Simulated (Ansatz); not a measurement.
Crystal: Mn, bcc type, 1 atom in the cell.

All numbers below come from PBE, plane waves, PAW datasets (generated hard set) in Ansatz.

Cutoff 700 eV; k-mesh 28×28×28 Γ-centred; Fermi–Dirac smearing of 0.0612 eV; no spin polarisation.

Task: What equilibrium volume, lattice constant and bulk modulus does this give?

Result: V₀ = 10.779 Å³/atom (a₀ = 2.783 Å), B₀ = 278 GPa, B₀′ = 4.46. The points behind the fit:

```json
{"V (Å³/atom)": "10.139", "a (Å)": "2.7270", "E − E(min) (meV/atom)": "36.76", "P (GPa)": "19.48"}
{"V (Å³/atom)": "10.355", "a (Å)": "2.7462", "E − E(min) (meV/atom)": "15.53", "P (GPa)": "12.19"}
{"V (Å³/atom)": "10.571", "a (Å)": "2.7651", "E − E(min) (meV/atom)": "3.59", "P (GPa)": "5.65"}
{"V (Å³/atom)": "10.787", "a (Å)": "2.7838", "E − E(min) (meV/atom)": "0.00", "P (GPa)": "-0.21"}
{"V (Å³/atom)": "11.002", "a (Å)": "2.8022", "E − E(min) (meV/atom)": "3.89", "P (GPa)": "-5.47"}
{"V (Å³/atom)": "11.218", "a (Å)": "2.8204", "E − E(min) (meV/atom)": "14.48", "P (GPa)": "-10.18"}
{"V (Å³/atom)": "11.434", "a (Å)": "2.8384", "E − E(min) (meV/atom)": "31.07", "P (GPa)": "-14.40"}
```

The published all-electron PBE values for this crystal (mean of FLEUR and WIEN2k, k-spacing 0.06 Å⁻¹; Bosoni et al., Nat. Rev. Phys. 6, 45 (2024)) are V₀ = 10.781 Å³/atom, B₀ = 278.5 GPa, B₀′ = 4.46. This run's mesh is coarser (spacing 0.11 Å⁻¹), so part of any difference comes from k-sampling.

The stress includes the program's correction for the finite plane-wave basis.

This cubic structure is a model: it isn't the usual form of the substance at ambient conditions, and such phases are metastable or hypothetical. Spin polarisation is left out, and a magnetic state may lie lower.
